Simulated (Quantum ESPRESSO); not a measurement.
**TiO2 under changes of volume**

One of the cells (12.226 Å³/atom); the others are scaled copies at fixed shape and fractional positions:

```
Ti O
1.0
     6.15358   -1.88347    0.00000
     6.15358    1.88347    0.00000
    -1.92833    0.00000    6.32897
Ti O
4 8
Direct
  0.90007 0.90007 0.28960
  0.19529 0.19529 0.28376
  0.09993 0.09993 0.71040
  0.80471 0.80471 0.71624
  0.36193 0.36193 0.29340
  0.26349 0.26349 0.65250
  0.86719 0.86719 0.99529
  0.73651 0.73651 0.34750
  0.94165 0.94165 0.63002
  0.13281 0.13281 0.00471
  0.63807 0.63807 0.70660
  0.05835 0.05835 0.36998
```

The cell comes from a database or a generator and needn't be the stable form of this composition.

| Quantity | Value |
| --- | --- |
| Program | Quantum ESPRESSO 7.5 |
| Functional | LDA |
| Potentials or basis | GBRV 1.5 LDA |
| Cutoff | 612 eV |
| Density cutoff | 4898 eV |
| k mesh | 4 × 4 × 2 |
| Occupations | fermi-dirac, width 0.05 eV |
| Spin | no spin polarisation |

```tsv
volume (Å³/atom)	energy over the lowest point (meV/atom)	pressure (GPa)	gap on the mesh (eV)
11.492	0.00	1.3	2.88
11.737	1.30	-3.3	2.81
11.981	9.31	-7.4	2.74
12.226	?	?	?
12.470	42.68	-14.5	2.61
12.715	66.87	-17.5	2.54
12.959	95.35	-20.1	2.48
```

Question: What does the run at 12.226 Å³/atom give?

Answer: Energy over the lowest point 23.30 meV/atom; pressure -11.2 GPa; gap on the mesh 2.67 eV.

Worked out: A Birch-Murnaghan fit of order 3 (a polynomial in V^(-2/3)) to the other rows has its minimum at 11.57 Å³/atom with B0 = V·E''(V) = 223 GPa and B' = 4.2 at fixed shape and positions, which overstates the stiffness. It gives 23.33 meV/atom at 12.226 Å³/atom, against the run's 23.30, and -dE/dV = -11.0 GPa, against -11.2. A straight line through the other rows of the gap, of slope -3.34 eV per unit of ln V, gives 2.67 eV, against the run's 2.67.

Energies are extrapolated to zero smearing.

Caveats: all runs use coarse meshes.

A mesh can miss the band edges.
